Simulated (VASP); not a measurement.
# Zn (Cmce) in VASP: notebook

The runs below take Zn through single point, with r2SCAN.

Program: VASP 6.6.1. These are calculated values, not measurements. Logs are shortened: lines on timing, memory, paths and dates and some standing lists are left out, and cuts for length are marked.

### Step 1. Starting point

Symmetry: Cmce, No. 64, orthorhombic system. Conventional cell: a = 5.228 Å, b = 3.455 Å, c = 7.048 Å, α = 90.00°, β = 90.00°, γ = 90.00°. Around Zn (site symmetry m) lie 1 Zn at 1.95 Å.

The cell was built by a generator and needn't be a form met in nature.

### Step 2. Single point, r2SCAN

The input, POSCAR:

```
Zn
1.0
    2.6140511515     -1.7276878389      0.0000000000
    2.6140511515      1.7276878389      0.0000000000
    0.0000000000      0.0000000000      7.0476692657
Zn
4
Direct
    0.8500000000      0.1500000000      0.1170000000
    0.6500000000      0.3500000000      0.6170000000
    0.1500000000      0.8500000000      0.8830000000
    0.3500000000      0.6500000000      0.3830000000
```

The input, INCAR.step1:

```
SYSTEM = Zn
  PREC = Accurate
  ENCUT = 520
  ISMEAR = 0
  SIGMA = 0.1
  LREAL = .False.
  LASPH = .True.
  NELM = 100
  NBANDS = 32
  GGA = PE
  ALGO = Normal
  EDIFF = 1E-4
  LWAVE = .True.
  LCHARG = .False.
```

The input, INCAR.step2:

```
SYSTEM = Zn
  PREC = Accurate
  ENCUT = 520
  EDIFF = 1E-6
  ISMEAR = 0
  SIGMA = 0.1
  LREAL = .False.
  LASPH = .True.
  NELM = 100
  ALGO = Normal
  ISIF = 2
  LWAVE = .False.
  LCHARG = .True.
  METAGGA = R2SCAN
  LMIXTAU = .True.
  LELF = .True.
  LVHAR = .True.
  NBANDS = 32
  ISTART = 1
```

The input, KPOINTS:

```
regular mesh
0
Gamma
  6 6 4
  0 0 0
```

Potentials or basis: VASP PAW PBE potentials, release 64 (Zn).

The run is started by

```bash
$ cat potpaw_PBE.64/Zn/POTCAR > POTCAR
$ cp INCAR.step1 INCAR
$ mpirun -np 1 vasp_std > vasp.out
$ cp INCAR.step2 INCAR
$ mpirun -np 1 vasp_std > vasp.out
```

OUTCAR:

```text
SYSTEM = Zn
   PREC = Accurate
   ENCUT = 520
   EDIFF = 1E-6
   ISMEAR = 0
   LREAL = .False.
   LASPH = .True.
   NELM = 100
   ISIF = 2
   METAGGA = R2SCAN
   ISTART = 1

 ion  position               nearest neighbor table
   1  0.850  0.150  0.117-   3 1.95   4 2.55   4 2.55   3 2.93
   2  0.650  0.350  0.617-   4 1.95   3 2.55   3 2.55   4 2.93
   3  0.150  0.850  0.883-   1 1.95   2 2.55   2 2.55   1 2.93
   4  0.350  0.650  0.383-   2 1.95   1 2.55   1 2.55   2 2.93

  LATTYP: Found a base centered orthorhombic cell.
 ALAT       =     3.4553756778
 B/A-ratio  =     1.5130344109
 C/A-ratio  =     2.0396246090

  Lattice vectors:

 A1 = (  -2.6140511515,  -1.7276878389,   0.0000000000)
 A2 = (   2.6140511515,  -1.7276878389,   0.0000000000)
 A3 = (   0.0000000000,   0.0000000000,   7.0476692657)

Analysis of symmetry for initial positions (statically):
=====================================================================
 Subroutine PRICEL returns:
 Original cell was already a primitive cell.

 Routine SETGRP: Setting up the symmetry group for a
 base centered orthorhombic supercell.

 Subroutine GETGRP returns: Found  8 space group operations
 (whereof  4 operations were pure point group operations)
 out of a pool of  8 trial point group operations.

The static configuration has the point symmetry C_2h.
 The point group associated with its full space group is D_2h.

Analysis of symmetry for dynamics (positions and initial velocities):
=====================================================================
 Subroutine PRICEL returns:
 Original cell was already a primitive cell.

 Routine SETGRP: Setting up the symmetry group for a
 base centered orthorhombic supercell.

 Subroutine GETGRP returns: Found  8 space group operations
 (whereof  4 operations were pure point group operations)
 out of a pool of  8 trial point group operations.

The dynamic configuration has the point symmetry C_2h.
 The point group associated with its full space group is D_2h.

 Subroutine INISYM returns: Found  8 space group operations
 (whereof  4 operations are pure point group operations),
 and found     1 'primitive' translations

----------------------------------------------------------------------------------------

                                     Primitive cell

  volume of cell :      63.6583

  direct lattice vectors                    reciprocal lattice vectors
     2.614051152 -1.727687839  0.000000000     0.191273992 -0.289404132  0.000000000
     2.614051152  1.727687839  0.000000000     0.191273992  0.289404132  0.000000000
[... 86 lines left out ...]
   LASPH  =      T    aspherical Exc in radial PAW
   ENCUT  =  520.0 eV  38.22 Ry    6.18 a.u.   5.83  5.83 13.10*2*pi/ulx,y,z
   NELM   =    100;   NELMIN=  2; NELMDL=  0     # of ELM steps
   EDIFF  = 0.1E-05   stopping-criterion for ELM
   LREAL  =      F    real-space projection
   EDIFFG = 0.1E-04   stopping-criterion for IOM
   NSW    =      0    number of steps for IOM
   IBRION =     -1    ionic relax: 0-MD 1-quasi-New 2-CG
   NFREE  =      0    steps in history (QN), initial steepest desc. (CG)
   ISIF   =      2    stress and relaxation
   ISYM   =      2    0-nonsym 1-usesym 2-fastsym
   POTIM  = 0.5000    time-step for ionic-motion
   TEBEG  =    0.0;   TEEND  =   0.0 temperature during run
   PSTRESS=    0.0 pullay stress
   NELECT =      48.0000    total number of electrons
   NUPDOWN=      -1.0000    fix difference up-down
   EMIN   =  10.00;   EMAX   =-10.00  energy-range for DOS
   EFERMI =   0.00;   METHOD = LEGACY
   ISMEAR =     0;   SIGMA  =   0.10  broadening in eV -4-tet -1-fermi 0-gaus
   EFERMI_NEDOS =   21; number of points for ismear=-14 and -15
   IALGO  =     38    algorithm
   IMIX   =      4    mixing-type and parameters
     AMIX     =   0.40;   BMIX     =  1.00
     AMIX_MAG =   1.60;   BMIX_MAG =  1.00
  volume/ion in A,a.u.               =      15.91       107.40
  Fermi-wavevector in a.u.,A,eV,Ry     =   1.490060  2.815804 30.208708  2.220277
  Thomas-Fermi vector in A             =   2.602889
   LORBIT       =      0    0 simple, 1 ext, 2 COOP (PROOUT), +10 PAW based schemes
   METAGGA = R2SCAN    functional components
   LHFCALC =     F    Hartree Fock is set to
   AEXX    =    0.0000 exact exchange contribution
   IVDW    =     0    specifies the selected vdW correction
   LEPSILON=     F    determine dielectric tensor
   LRPA    =     F    only Hartree local field effects (RPA)
 non-spin polarized calculation
 Gauss-broadening in eV      SIGMA  =   0.10
  energy-cutoff  :      520.00
  volume of cell :       63.66
 maximum number of plane-waves:      1752
   NGX = 11   NGY = 11   NGZ = 27

 number of electron      48.0000015 magnetization

 Free energy of the ion-electron system (eV)
  ---------------------------------------------------
  ext. energy  EPLUGINS =         0.00000000
  ---------------------------------------------------
  free energy    TOTEN  =       -32.17407286 eV

  energy without entropy =      -32.16935904  energy(sigma->0) =      -32.17171595

 E-fermi :   2.7236     XC(G=0): -12.2107

 val. band max:        2.7051777850   @ k =   0.5000   0.5000   0.0000
 cond. band min:       2.7423417536   @ k =   0.5000   0.3333   0.2500
 fundamental gap:      0.0371639686
 Fermi energy:         2.7236167954

 k-point     1 :       0.0000    0.0000    0.0000
  band No.  band energies     occupation
      1      -8.0188      2.00000
      2      -6.9317      2.00000
      3      -6.6248      2.00000
      4      -6.3165      2.00000
      5      -6.1567      2.00000
      6      -6.1067      2.00000
[... 829 lines left out ...]
     31      10.8946      0.00000
     32      12.0883      0.00000

 [... further k-points ...]
[... 5 lines left out ...]
  --------------------------------------------------------------------------------------
  -------------------------------------------------------------------------------------
  Total       -1.3858344      5.9568148     17.8196447      0.0000000     -0.0000000      0.0000000
  in kB      -34.8792441    149.9235343    448.4920548      0.0000000     -0.0000000      0.0000000
  external PRESSURE =     187.8454483 kB  Pullay stress =       0.0000000 kB

 VOLUME and BASIS-vectors are now :
 -----------------------------------------------------------------------------
  energy-cutoff  :      520.00
  volume of cell :       63.66
      direct lattice vectors                 reciprocal lattice vectors
     2.614051152 -1.727687839  0.000000000     0.191273992 -0.289404132  0.000000000
     2.614051152  1.727687839  0.000000000     0.191273992  0.289404132  0.000000000
     0.000000000  0.000000000  7.047669266     0.000000000  0.000000000  0.141890881

 POSITION                                       TOTAL-FORCE (eV/Angst)
 -----------------------------------------------------------------------------------
      2.61405     -1.20938      0.82458         0.000000      3.634443      5.274769
      2.61405     -0.51831      4.34841         0.000000     -3.634443      5.274769
      2.61405      1.20938      6.22309         0.000000     -3.634443     -5.274769
      2.61405      0.51831      2.69926         0.000000      3.634443     -5.274769
 -----------------------------------------------------------------------------------
    total drift:                               -0.000000     -0.000000      0.000000

  FREE ENERGIE OF THE ION-ELECTRON SYSTEM (eV)
  ---------------------------------------------------
  free  energy   TOTEN  =       -32.1740728569 eV

  energy  without entropy=      -32.1693590401  energy(sigma->0) =      -32.17171595
```

OUTCAR.step1:

```text
SYSTEM = Zn
   PREC = Accurate
   ENCUT = 520
   ISMEAR = 0
   LREAL = .False.
   LASPH = .True.
   NELM = 100
[... 1072 lines left out ...]
      2.61405     -0.51831      4.34841         0.000000     -3.742331      5.414618
      2.61405      1.20938      6.22309         0.000000     -3.742331     -5.414618
      2.61405      0.51831      2.69926         0.000000      3.742331     -5.414618
 -----------------------------------------------------------------------------------
    total drift:                               -0.000000     -0.000000      0.000000

  FREE ENERGIE OF THE ION-ELECTRON SYSTEM (eV)
  ---------------------------------------------------
  free  energy   TOTEN  =        -1.0700686948 eV

  energy  without entropy=       -1.0654163277  energy(sigma->0) =       -1.06774251
```

OSZICAR.step1:

```text
N       E                     dE             d eps       ncg     rms          rms(c)
DAV:   1     0.300687679367E+03    0.30069E+03   -0.23079E+04  2496   0.236E+03
DAV:   2     0.186643745726E+02   -0.28202E+03   -0.26988E+03  2520   0.411E+02
DAV:   3    -0.122166405806E+01   -0.19886E+02   -0.19727E+02  2848   0.119E+02
DAV:   4    -0.148010646129E+01   -0.25844E+00   -0.25840E+00  2656   0.145E+01
DAV:   5    -0.148060642416E+01   -0.49996E-03   -0.49996E-03  2824   0.588E-01    0.788E+00
DAV:   6    -0.111659882541E+01    0.36401E+00   -0.13879E+00  2848   0.191E+01    0.524E+00
DAV:   7    -0.107813400802E+01    0.38465E-01   -0.96703E-02  2704   0.329E+00    0.200E+00
DAV:   8    -0.107039284945E+01    0.77412E-02   -0.96469E-03  3016   0.105E+00    0.143E-01
DAV:   9    -0.107006079589E+01    0.33205E-03   -0.14145E-03  2720   0.291E-01    0.458E-02
DAV:  10    -0.107006869483E+01   -0.78989E-05   -0.17783E-04  2120   0.103E-01
   1 F= -.10700687E+01 E0= -.10677425E+01  d E =-.465237E-02
```

Wall time 3.1 min (1 thread of Intel Xeon Platinum 8488C (Sapphire Rapids), shared host); peak memory 0.21 GiB.

Results:

```
Free energy            : -32.1741 eV
Pressure               : 18.8 GPa
Largest force          : 6.406 eV/Å
Band gap on the k mesh : none (metal or under the smearing width)
```

Forces in eV/Å, atoms in the order of the input:
```
Zn   0.000  3.634  5.275
Zn   0.000 -3.634  5.275
Zn   0.000 -3.634 -5.275
Zn   0.000  3.634 -5.275
```

Caveat: the k mesh is coarse (spacing up to 0.36 Å⁻¹), so the values aren't converged; so large a pressure means that the cell lies far from this level's equilibrium, or that cutoff or potentials fall short; the potentials were made for another functional, which shifts forces and pressure.

### Step 3. Single point, r2SCAN

This run uses another cell than the first one: it holds 2 atoms, not 4.

The input, POSCAR:

```
Zn
1.0
    4.3966204763      0.0000000000      0.0000000000
   -2.1983102382      3.8075850233      0.0000000000
    0.0000000000      0.0000000000      2.4015412206
Zn
2
Direct
    0.3333333333      0.6666666667      0.0000000000
    0.6666666667      0.3333333333      0.0000000000
```

The input, INCAR.step1:

```
SYSTEM = Zn
ALGO = Normal
EDIFF = 1E-4
ENCUT = 520
GGA = PE
ISMEAR = 0
LASPH = .True.
LCHARG = .False.
LREAL = .False.
LWAVE = .True.
NBANDS = 19
NELM = 100
PREC = Accurate
SIGMA = 0.1
```

The input, INCAR.step2:

```
SYSTEM = Zn
ALGO = Normal
EDIFF = 1E-6
ENCUT = 520
ISIF = 2
ISMEAR = 0
ISTART = 1
LASPH = .True.
LCHARG = .False.
LMIXTAU = .True.
LREAL = .False.
LWAVE = .False.
METAGGA = R2SCAN
NBANDS = 19
NELM = 100
PREC = Accurate
SIGMA = 0.1
```

The input, KPOINTS:

```
k-points
0
Gamma
  15 15 22
  0 0 0
```

Potentials or basis: VASP PAW PBE potentials, release 64 (Zn).

The run is started by

```bash
$ cat potpaw_PBE.64/Zn/POTCAR > POTCAR
$ cp INCAR.step1 INCAR
$ mpirun -np 1 vasp_std > vasp.out
$ cp INCAR.step2 INCAR
$ mpirun -np 1 vasp_std > vasp.out
```

It took 7.8 min on 1 thread of Intel Xeon Platinum 8259CL at 2.50GHz (Skylake/Cascade Lake), shared host; peak memory 0.32 GiB.

It converged, with:

```
Free energy            : -17.0620 eV
Pressure               : 0.3 GPa
Band gap on the k mesh : none (metal or under the smearing width)
```

Stress tensor (GPa, compression positive):
```
0.16 0.00 0.00
0.00 0.16 0.00
0.00 0.00 0.68
```

Levels at points of the mesh, in eV from the Fermi level:
| k point | band 8 | band 9 | band 10 | band 11 | band 12 | band 13 | band 14 | band 15 | band 16 | band 17 |
| --- | --- | --- | --- | --- | --- | --- | --- | --- | --- | --- |
| (0.00, 0.00, 0.00) | -7.22 | -7.22 | -6.99 | -6.99 | 1.12 | 1.12 | 1.86 | 4.93 | 4.93 | 7.43 |
| (0.00, 0.00, 0.50) | -7.39 | -7.38 | -6.59 | -2.14 | -0.82 | 5.41 | 6.89 | 6.89 | 10.89 | 10.89 |

Caveat: the PAW data sets were made with another functional, which shifts forces and pressure a little.
